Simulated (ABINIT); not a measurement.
Runs of ABINIT 10.8.3 (patched build) on Sb. Symmetry: Fm-3m, No. 225, cubic system. The conventional cell has a = 4.742 Å, b = 4.742 Å, c = 4.742 Å, α = 90.00°, β = 90.00°, γ = 90.00°. Around Sb (site symmetry m-3m) lie 12 Sb at 3.35 Å. This isn't the form of Sb at room conditions, which is rhombohedral.

```csv
level,V0 of scaled cells (Å³/atom),B0 (GPa)
AM05,25.98,(b)
r2SCAN,(c),57
LDA,25.73,66
PBEsol,(a),64
SCAN,26.48,64
```

Alike in all rows: task equation of state; potentials or basis JTH PAW PBE v2.0; no spin polarisation; cell as given; k mesh 10 × 10 × 10; cutoff (eV) 517; smearing fermi-dirac 0.05 eV.

Estimate the missing entries.

(a) 26.16; (b) 63; (c) 27.24.

Caveats: pressures at fixed basis lie under the slope of the energies; the PAW data sets were made with another functional, which shifts forces and pressure a little.

Runs at the PBE level aren't shown here.
